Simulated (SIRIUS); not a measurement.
# As (P-1) in SIRIUS: settings compared, part 2 of 2

SIRIUS 7.10.0.

### 3 Single point, RPBE

Contents of sirius.json:

```json
{
  "control": {
    "processing_unit": "cpu",
    "verbosity": 2,
    "num_bands_to_print": 14,
    "print_forces": true,
    "print_stress": true
  },
  "parameters": {
    "electronic_structure_method": "pseudopotential",
    "xc_functionals": ["XC_GGA_X_RPBE", "XC_GGA_C_PBE"],
    "gk_cutoff": 9.2,
    "pw_cutoff": 18.4,
    "ngridk": [5, 5, 6],
    "shiftk": [0, 0, 0],
    "smearing": "fermi_dirac",
    "smearing_width": 0.0018374661,
    "num_bands": 14,
    "num_mag_dims": 0,
    "num_dft_iter": 100,
    "energy_tol": 1e-08,
    "density_tol": 1e-06
  },
  "iterative_solver": {
    "type": "davidson",
    "min_tolerance": 1e-09,
    "tolerance_scale": [0.1, 0.25]
  },
  "mixer": {
    "type": "anderson",
    "beta": 0.7,
    "max_history": 8
  },
  "settings": {
    "tol_ne": 1e-10,
    "pseudo_grid_cutoff": 6.5
  },
  "unit_cell": {
    "lattice_vectors": [
      [0.993587755859, -0.03355330408, 0.107970121756],
      [-0.03355330408, 0.861375013843, 0.08733235963],
      [0.107970121756, 0.08733235963, 0.849883094592]
    ],
    "lattice_vectors_scale": 5.6667384602,
    "atom_coordinate_units": "lattice",
    "atom_types": ["As"],
    "atom_files": {
      "As": "As.json"
    },
    "atoms": {
      "As": [
        [0.5, 0.5, 0.5]
      ]
    }
  }
}
```

Potentials or basis: PseudoDojo 0.4.1 PBE standard (scalar relativistic).

Started as:

```sh
> upf_to_json As.upf
> OMP_NUM_THREADS=1 sirius.scf --input=sirius.json --output=out.json --task=0
```

Output:

```text
[info] SIRIUS version : 7.10.0
[info] number of MPI ranks           : 1
[info] MPI grid                      : 1 1
[info] maximum number of OMP threads : 1
[fft] FFT context for density and potential
[fft] =====================================
[fft]   comm size                             : 1
[fft]   plane wave cutoff                     : 18.4
[fft]   grid size                             : 36 32 32   total : 36864
[fft]   grid limits                           : -17 18   -15 16   -15 16
[fft]   number of G-vectors within the cutoff : 6788
[fft]   local number of G-vectors             : 6788
[fft]   number of G-shells                    : 6788
[fft] FFT context for coarse grid
[fft] =====================================
[fft]   comm size                             : 1
[fft]   plane wave cutoff                     : 18.4
[fft]   grid size                             : 36 32 32   total : 36864
[fft]   grid limits                           : -17 18   -15 16   -15 16
[fft]   number of G-vectors within the cutoff : 6788
[fft]   local number of G-vectors             : 6788
[fft]   number of G-shells                    : 6788
[unit cell] lattice vectors
[unit cell]   a1 :       5.6304019497     -0.1901377987      0.6118384415
[unit cell]   a2 :      -0.1901377987      4.8811869196      0.4948896411
[unit cell]   a3 :       0.6118384415      0.4948896411      4.8160652188
[unit cell] reciprocal lattice vectors
[unit cell]   b1 :       1.1342675447      0.0594120658     -0.1502037182
[unit cell]   b2 :       0.0594120658      1.3038887988     -0.1415328934
[unit cell]   b3 :      -0.1502037182     -0.1415328934      1.3382561461
[unit cell] unit cell volume :       128.86464885 [a.u.^3]
[unit cell] 1/sqrt(omega)    :         0.08809132
[unit cell] MT volume        :         0.00000000 ( 0.00%)
[unit cell] IT volume        :       128.86464885 (100.00%)
[unit cell] number of atom types : 1
[unit cell] type id : 0 symbol : As mt_radius :  13.570000 num_atoms : 1
[unit cell] total number of atoms : 1
[unit cell] number of symmetry classes : 1
[unit cell] number of PAW atoms : 0
[unit cell] atom id  type id  class id             position                      vector_field
[unit cell] ------------------------------------------------------------------------------------------
[... 285 lines left out ...]
[find] PAW contribution               :       0.00000000
[find] smearing (-TS)                 :      -0.00010722
[find] SCF correction                 :      -0.00000105
[find] Total energy                   :    -106.11378690 (Ha),    -212.22757381 (Ry)
[find] Free energy (E-TS)             :    -106.11389413 (Ha),    -212.22778826 (Ry)
[find] band gap (eV)                  :       0.00000000
[find] Efermi                         :       0.47373141
[find] iteration : 9, RMS : 2.188808639070e-08, energy difference : -3.139177806588e-10
[find] Hartree energy of density residual : 8.516167183874e-15
[find] bands are converged : true
[find] iterative solver converged : true
[find] converged after 10 SCF iterations!
[find] Charges and magnetic moments
[find] --------------------------------------------------------------------------------
[find] total charge          : 15.000000
[find] Energy
[find] --------------------------------------------------------------------------------
[find] valence_eval_sum               :      -7.47208196
[find] <rho|V^{XC}>                   :     -16.06373675
[find] <rho|E^{XC}>                   :     -23.84153883
[find] <mag|B^{XC}>                   :       0.00000000
[find] <rho|V^{H}>                    :      55.51252252
[find] one-electron contribution      :     -46.92086773 (Ha),     -93.84173545 (Ry)
[find] hartree contribution           :      27.75626126
[find] xc contribution                :     -23.84153883
[find] ewald contribution             :     -63.10764057
[find] PAW contribution               :       0.00000000
[find] smearing (-TS)                 :      -0.00010722
[find] SCF correction                 :      -0.00000105
[find] Total energy                   :    -106.11378690 (Ha),    -212.22757381 (Ry)
[find] Free energy (E-TS)             :    -106.11389413 (Ha),    -212.22778826 (Ry)
[find] band gap (eV)                  :       0.00000000
[find] Efermi                         :       0.47373141
[ground_state] === stress tensor components [kbar] ===
[ground_state] === stress_kin ===
[ground_state] -116464.164307  -10.468487   72.816834
[ground_state]   -10.468487-116265.810744  139.037894
[ground_state]    72.816834  139.037894-116294.188148
[ground_state] === stress_har ===
[ground_state] -12980.201636  942.533595-2426.441030
[ground_state]   942.533595-24728.006621-1638.065956
[ground_state] -2426.441030-1638.065956-25661.947962
[ground_state] === stress_ewald ===
[ground_state] 61341.837810 1522.790154-3970.657578
[ground_state]  1522.79015442078.878393-2901.828693
[ground_state] -3970.657578-2901.82869340659.965401
[ground_state] === stress_vloc ===
[ground_state] -30558.521238-2419.536846 6317.521493
[ground_state] -2419.536846  109.034135 4447.889206
[ground_state]  6317.521493 4447.889206 2479.770281
[ground_state] === stress_xc ===
[ground_state] -16926.674489    1.066759   -3.698785
[ground_state]     1.066759-16942.259437   -2.876205
[ground_state]    -3.698785   -2.876205-16944.265719
[ground_state] === stress_core ===
[ground_state] 29935.876324   -0.154191    0.163052
[ground_state]    -0.15419129935.311467   -0.143033
[ground_state]     0.163052   -0.14303329936.122903
[ground_state] === stress_nonloc ===
[ground_state] 85672.808850  -18.686917   21.217361
[ground_state]   -18.68691785673.739206   33.228669
[ground_state]    21.217361   33.22866985662.683977
[ground_state] === stress_us_nl ===
[ground_state] 85672.808850  -18.686917   21.217361
[ground_state]   -18.68691785673.739206   33.228669
[ground_state]    21.217361   33.22866985662.683977
[ground_state] === stress_total ===
[ground_state]    20.961315   17.544067   10.921347
[ground_state]    17.544067 -139.113600   77.241883
[ground_state]    10.921347   77.241883 -161.859267
[ground_state] ==== total Forces in Ha/bohr =====
[ground_state] atom:    0, force:       0.0000000      0.0000000      0.0000000
[... 8 lines left out ...]
[ground_state] ==== Ewald forces from ions =====
[ground_state] atom:    0, force:       0.0000000      0.0000000      0.0000000
[~DFT_ground_state] local op. applied: 25587
[~DFT_ground_state] evp. work count: 7315.19
[~DFT_ground_state] number of iterative solver steps: 2411
```

Wall time 21 s (1 thread of Arm Neoverse V2, shared host); peak memory 0.31 GiB.

What came out:

```yaml
Free_energy: -2887.5062 eV
Pressure: 9.3 GPa
Band_gap_on_the_k_mesh: none (metal or under the smearing width)
```

Stress tensor (GPa, compression positive):
```
-2.10 -1.75 -1.09
-1.75 13.91 -7.72
-1.09 -7.72 16.19
```

Caveat: the k mesh is coarse (spacing up to 0.50 Å⁻¹), so the values aren't converged; the potentials were made for another functional, which shifts forces and pressure.
